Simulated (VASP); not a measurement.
# Re (Cmce) in VASP: further runs

The runs below take Re through single point, with r2SCAN.

Program: VASP 6.6.1. These are calculated values, not measurements. Logs are shortened: lines on timing, memory, paths and dates and some standing lists are left out, and cuts for length are marked.

## Step 1: Starting point

The structure is orthorhombic, space group Cmce (No. 64). The conventional cell has a = 5.187 Å, b = 3.428 Å, c = 6.992 Å, α = 90.00°, β = 90.00°, γ = 90.00°. Re (site symmetry m) has 1 Re at 1.93 Å as nearest neighbours.

The cell was built by a generator and needn't be a form met in nature.

## Step 2: Single point, r2SCAN

Contents of POSCAR:

```
Re
1.0
    2.5932858359     -1.7139635538      0.0000000000
    2.5932858359      1.7139635538      0.0000000000
    0.0000000000      0.0000000000      6.9916844866
Re
4
Direct
    0.8500000000      0.1500000000      0.1170000000
    0.6500000000      0.3500000000      0.6170000000
    0.1500000000      0.8500000000      0.8830000000
    0.3500000000      0.6500000000      0.3830000000
```

Contents of INCAR.step1:

```
ALGO     = Normal         # electronic algorithm
EDIFF    = 1E-4           # SCF threshold, eV
ENCUT    = 520            # plane-wave cutoff, eV
GGA      = PE             # functional
ISMEAR   = 0              # smearing method
LASPH    = T              # aspherical terms in the spheres
LCHARG   = F              # write CHGCAR
LREAL    = F              # projectors in reciprocal space
LWAVE    = T              # write WAVECAR
NBANDS   = 22             # bands
NELM     = 100            # most SCF steps
PREC     = Accurate       # precision mode
SIGMA    = 0.1            # smearing width, eV
```

Contents of INCAR.step2:

```
ALGO     = Normal         # electronic algorithm
EDIFF    = 1E-7           # SCF threshold, eV
ENCUT    = 520            # plane-wave cutoff, eV
ISIF     = 2              # what is computed and relaxed
ISMEAR   = 0              # smearing method
ISTART   = 1            
LASPH    = T              # aspherical terms in the spheres
LCHARG   = F              # write CHGCAR
LMIXTAU  = T            
LREAL    = F              # projectors in reciprocal space
LWAVE    = F              # write WAVECAR
METAGGA  = R2SCAN         # meta-GGA
NBANDS   = 22             # bands
NELM     = 100            # most SCF steps
PREC     = Accurate       # precision mode
SIGMA    = 0.1            # smearing width, eV
```

Contents of KPOINTS:

```
k-points
0
Gamma
  6 6 4
```

Potentials or basis: VASP PAW PBE potentials, release 64 (Re).

On the command line:

```sh
$ cat potpaw_PBE.64/Re/POTCAR > POTCAR
$ cp INCAR.step1 INCAR
$ mpirun -np 1 vasp_std > vasp.out
$ cp INCAR.step2 INCAR
$ mpirun -np 1 vasp_std > vasp.out
```

OUTCAR:

```text
EDIFF = 1E-7
   ENCUT = 520
   ISIF = 2
   ISMEAR = 0
   ISTART = 1
   LASPH = T
   LREAL = F
   METAGGA = R2SCAN
   NELM = 100
   PREC = Accurate

 ion  position               nearest neighbor table
   1  0.850  0.150  0.117-   3 1.93   4 2.53   4 2.53   3 2.90   3 3.14   3 3.14   4 3.19   4 3.19

   2  0.650  0.350  0.617-   4 1.93   3 2.53   3 2.53   4 2.90   4 3.14   4 3.14   3 3.19   3 3.19

   3  0.150  0.850  0.883-   1 1.93   2 2.53   2 2.53   1 2.90   1 3.14   1 3.14   2 3.19   2 3.19

   4  0.350  0.650  0.383-   2 1.93   1 2.53   1 2.53   2 2.90   2 3.14   2 3.14   1 3.19   1 3.19

  LATTYP: Found a base centered orthorhombic cell.
 ALAT       =     3.4279271076
 B/A-ratio  =     1.5130344109
 C/A-ratio  =     2.0396246090

  Lattice vectors:

 A1 = (  -2.5932858359,  -1.7139635538,   0.0000000000)
 A2 = (   2.5932858359,  -1.7139635538,   0.0000000000)
 A3 = (   0.0000000000,   0.0000000000,   6.9916844866)

Analysis of symmetry for initial positions (statically):
=====================================================================
 Subroutine PRICEL returns:
 Original cell was already a primitive cell.

 Routine SETGRP: Setting up the symmetry group for a
 base centered orthorhombic supercell.

 Subroutine GETGRP returns: Found  8 space group operations
 (whereof  4 operations were pure point group operations)
 out of a pool of  8 trial point group operations.

The static configuration has the point symmetry C_2h.
 The point group associated with its full space group is D_2h.

Analysis of symmetry for dynamics (positions and initial velocities):
=====================================================================
 Subroutine PRICEL returns:
 Original cell was already a primitive cell.

 Routine SETGRP: Setting up the symmetry group for a
 base centered orthorhombic supercell.

 Subroutine GETGRP returns: Found  8 space group operations
 (whereof  4 operations were pure point group operations)
 out of a pool of  8 trial point group operations.

The dynamic configuration has the point symmetry C_2h.
 The point group associated with its full space group is D_2h.

 Subroutine INISYM returns: Found  8 space group operations
 (whereof  4 operations are pure point group operations),
 and found     1 'primitive' translations

----------------------------------------------------------------------------------------

[... 95 lines left out ...]
   NELM   =    100;   NELMIN=  2; NELMDL=  0     # of ELM steps
   EDIFF  = 0.1E-06   stopping-criterion for ELM
   LREAL  =      F    real-space projection
   EDIFFG = 0.1E-05   stopping-criterion for IOM
   NSW    =      0    number of steps for IOM
   IBRION =     -1    ionic relax: 0-MD 1-quasi-New 2-CG
   NFREE  =      0    steps in history (QN), initial steepest desc. (CG)
   ISIF   =      2    stress and relaxation
   ISYM   =      2    0-nonsym 1-usesym 2-fastsym
   POTIM  = 0.5000    time-step for ionic-motion
   TEBEG  =    0.0;   TEEND  =   0.0 temperature during run
   PSTRESS=    0.0 pullay stress
   NELECT =      28.0000    total number of electrons
   NUPDOWN=      -1.0000    fix difference up-down
   EMIN   =  10.00;   EMAX   =-10.00  energy-range for DOS
   EFERMI =   0.00;   METHOD = LEGACY
   ISMEAR =     0;   SIGMA  =   0.10  broadening in eV -4-tet -1-fermi 0-gaus
   EFERMI_NEDOS =   21; number of points for ismear=-14 and -15
   IALGO  =     38    algorithm
   IMIX   =      4    mixing-type and parameters
     AMIX     =   0.40;   BMIX     =  1.00
     AMIX_MAG =   1.60;   BMIX_MAG =  1.00
  volume/ion in A,a.u.               =      15.54       104.86
  Fermi-wavevector in a.u.,A,eV,Ry     =   1.254988  2.371583 21.429107  1.574995
  Thomas-Fermi vector in A             =   2.388766
   LORBIT       =      0    0 simple, 1 ext, 2 COOP (PROOUT), +10 PAW based schemes
   METAGGA = R2SCAN    functional components
   LHFCALC =     F    Hartree Fock is set to
   AEXX    =    0.0000 exact exchange contribution
   IVDW    =     0    specifies the selected vdW correction
   LEPSILON=     F    determine dielectric tensor
   LRPA    =     F    only Hartree local field effects (RPA)
 non-spin polarized calculation
 Gauss-broadening in eV      SIGMA  =   0.10
  energy-cutoff  :      520.00
  volume of cell :       62.15
 maximum number of plane-waves:      1690
   NGX = 11   NGY = 11   NGZ = 25

 number of electron      28.0000000 magnetization

 Free energy of the ion-electron system (eV)
  ---------------------------------------------------
  ext. energy  EPLUGINS =         0.00000000
  ---------------------------------------------------
  free energy    TOTEN  =      -200.62649991 eV

  energy without entropy =     -200.61346573  energy(sigma->0) =     -200.61998282

 E-fermi :   7.8029     XC(G=0): -14.3877

 val. band max:        7.7953383183   @ k =   0.0000   0.0000   0.2500
 cond. band min:       7.8037885966   @ k =  -0.1667   0.1667   0.2500
 fundamental gap:      0.0084502783
 Fermi energy:         7.8029243732

 k-point     1 :       0.0000    0.0000    0.0000
  band No.  band energies     occupation
      1      -2.5266      2.00000
      2      -0.3471      2.00000
      3      -0.2717      2.00000
      4       1.1539      2.00000
      5       2.1254      2.00000
      6       2.9069      2.00000
[... 589 lines left out ...]
     21      12.7670      0.00000
     22      12.8345      0.00000

 [... further k-points ...]

------------------------ aborting loop because EDIFF is reached ----------------------------------------

  FORCE on cell =-STRESS in cart. coord.  units (eV):
  Direction    XX          YY          ZZ          XY          YZ          ZX
  --------------------------------------------------------------------------------------
  -------------------------------------------------------------------------------------
  Total      -11.9364579     20.1716371     38.8877566      0.0000000      0.0000000      0.0000000
  in kB     -307.6962943    519.9815588   1002.4429910      0.0000000      0.0000000      0.0000000
  external PRESSURE =     404.9094185 kB  Pullay stress =       0.0000000 kB

 VOLUME and BASIS-vectors are now :
 -----------------------------------------------------------------------------
  energy-cutoff  :      520.00
  volume of cell :       62.15
      direct lattice vectors                 reciprocal lattice vectors
     2.593285836 -1.713963554  0.000000000     0.192805588 -0.291721489  0.000000000
     2.593285836  1.713963554  0.000000000     0.192805588  0.291721489  0.000000000
     0.000000000  0.000000000  6.991684487     0.000000000  0.000000000  0.143027049

 POSITION                                       TOTAL-FORCE (eV/Angst)
 -----------------------------------------------------------------------------------
      2.59329     -1.19977      0.81803         0.000000      6.787295      6.858719
      2.59329     -0.51419      4.31387         0.000000     -6.787295      6.858719
      2.59329      1.19977      6.17366         0.000000     -6.787295     -6.858719
      2.59329      0.51419      2.67782         0.000000      6.787295     -6.858719
 -----------------------------------------------------------------------------------
    total drift:                               -0.000000      0.000000      0.000000

  FREE ENERGIE OF THE ION-ELECTRON SYSTEM (eV)
  ---------------------------------------------------
  free  energy   TOTEN  =      -200.6264999126 eV

  energy  without entropy=     -200.6134657252  energy(sigma->0) =     -200.61998282
```

Wall time 2.2 min (1 thread of Intel Xeon Platinum 8488C (Sapphire Rapids), shared host); peak memory 0.2 GiB.

What came out:

```yaml
Free_energy: -200.6265 eV
Pressure: 40.5 GPa
Largest_force: 9.649 eV/Å
Band_gap_on_the_k_mesh: none (metal or under the smearing width)
```

Forces in eV/Å, atoms in the order of the input:
```
Re   0.000  6.787  6.859
Re   0.000 -6.787  6.859
Re   0.000 -6.787 -6.859
Re   0.000  6.787 -6.859
```

Stress tensor (GPa, compression positive):
```
-30.77   0.00   0.00
  0.00  52.00   0.00
  0.00   0.00 100.24
```

Caveat: the k mesh is coarse (spacing up to 0.37 Å⁻¹), so the values aren't converged; a pressure of tens of GPa on the cell as given is suspect, and the run, the potentials or the cell itself is likely at fault; the PAW data sets were made with another functional, which shifts forces and pressure a little. The run has no spin-orbit coupling, so splittings on Re are missing.

## Step 3: Single point, r2SCAN

This run uses another cell than the first one, of 14.75 Å³/atom, 0.949 times its volume.

Contents of POSCAR:

```
Re
1.0
    1.9460663494     -1.9429828982      0.0000000000
    1.9460663494      1.9429828982      0.0000000000
    0.0000000000      0.0000000000      7.8015615585
Re
4
Direct
    0.7500016435      0.2499983565      0.1249972069
    0.7499983565      0.2500016435      0.6249972069
    0.2499983565      0.7500016435      0.8750027931
    0.2500016435      0.7499983565      0.3750027931
```

Contents of INCAR.step1:

```
ALGO = Normal
EDIFF = 1E-4
ENCUT = 520
GGA = PE
ISMEAR = 0
LASPH = True
LCHARG = False
LREAL = False
LWAVE = True
NBANDS = 22
NELM = 100
PREC = Accurate
SIGMA = 0.1
```

Contents of INCAR.step2:

```
ALGO = Normal
EDIFF = 1E-7
ENCUT = 520
ISIF = 2
ISMEAR = 0
ISTART = 1
LASPH = True
LCHARG = False
LMIXTAU = True
LREAL = False
LWAVE = False
METAGGA = R2SCAN
NBANDS = 22
NELM = 100
PREC = Accurate
SIGMA = 0.1
```

KPOINTS is that of step 2.

Potentials or basis: VASP PAW PBE potentials, release 64 (Re).

On the command line:

```sh
$ cat potpaw_PBE.64/Re/POTCAR > POTCAR
$ cp INCAR.step1 INCAR
$ mpirun -np 1 vasp_std > vasp.out
$ cp INCAR.step2 INCAR
$ mpirun -np 1 vasp_std > vasp.out
```

Wall time 1.9 min (1 thread of Intel Xeon Platinum 8488C (Sapphire Rapids), shared host); peak memory 0.19 GiB.

The run converged. Its results:

- Free energy: -209.6187 eV
- Pressure: 0.0 GPa
- Band gap on the k mesh: none (metal or under the smearing width)

Stress tensor (GPa, compression positive):
```
-0.10  0.00  0.00
 0.00  0.25  0.00
 0.00  0.00 -0.21
```

Levels at points of the mesh, in eV from the Fermi level:
```
           k point  band 11  band 12  band 13  band 14  band 15  band 16  band 17  band 18
(0.00, 0.00, 0.00)    -1.27    -1.27     0.37     0.37     0.37     0.37     1.36     1.44
(0.50, 0.00, 0.00)    -2.13    -2.13    -0.29    -0.29     0.12     0.12     1.05     1.05
(0.50, 0.50, 0.00)     0.28     0.28     2.85     2.88     3.97     3.97     4.65     4.66
(0.00, 0.00, 0.50)    -1.37    -1.37     0.32     0.32     0.33     0.33     1.76     1.76
(0.50, 0.00, 0.50)    -1.61    -1.61    -1.52    -1.52    -1.52    -1.52     2.77     2.77
(0.50, 0.50, 0.50)    -0.24    -0.24     2.25     2.25     2.26     2.26     4.72     4.72
```

Caveat: the k mesh is coarse (spacing up to 0.38 Å⁻¹), so the values aren't converged; the PAW data sets were made with another functional, which shifts forces and pressure a little. The run has no spin-orbit coupling, so splittings on Re are missing.

[end of part 1 of 2]
